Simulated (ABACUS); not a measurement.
# BeS under changes of volume

One of the cells (14.261 Å³/atom); the others are scaled copies at fixed shape and fractional positions:

```
S Be
1.0
     0.00000    2.42500    2.42500
     2.42500    0.00000    2.42500
     2.42500    2.42500    0.00000
S Be
1 1
Cartesian
  3.6375 3.6375 3.6375
  0.0000 0.0000 0.0000
```

| Quantity | Value |
| --- | --- |
| Program | ABACUS 3.10.1 |
| Functional | PBE |
| Potentials or basis | PseudoDojo NC SR 0.4.1 PBE standard |
| Cutoff | 1211 eV |
| Density cutoff | 4844 eV |
| Basis | plane waves |
| k mesh | 9 × 9 × 9 |
| Occupations | fermi-dirac, width 0.05 eV |
| Spin | no spin polarisation |

| volume (Å³/atom) | energy over the lowest point (meV/atom) | pressure (GPa) | gap on the mesh (eV) |
| --- | --- | --- | --- |
| 13.405 | 27.98 | 8.6 | 3.07 |
| 13.690 | 14.93 | 6.1 | 3.12 |
| 13.975 | 6.17 | 3.8 | 3.16 |
| 14.261 | 1.31 | 1.7 | 3.21 |
| 14.546 | 0.00 | -0.2 | 3.25 |
| 14.831 | ? | ? | ? |
| 15.116 | 6.78 | -3.5 | 3.32 |

What does the run at 14.831 Å³/atom give?

Energy over the lowest point 1.92 meV/atom; pressure -1.9 GPa; gap on the mesh 3.29 eV.

Worked out: A Birch-Murnaghan fit of order 3 (a polynomial in V^(-2/3)) to the other rows has its minimum at 14.51 Å³/atom with B0 = V·E''(V) = 93 GPa and B' = 3.8. It gives 1.93 meV/atom at 14.831 Å³/atom, against the run's 1.92, and -dE/dV = -1.9 GPa, against -1.9. A straight line through the other rows of the gap, of slope 2.09 eV per unit of ln V, gives 3.29 eV, against the run's 3.29.

Energies are extrapolated to zero smearing.

Caveats: an odd mesh through Γ misses points on the zone boundary, where band edges often lie.
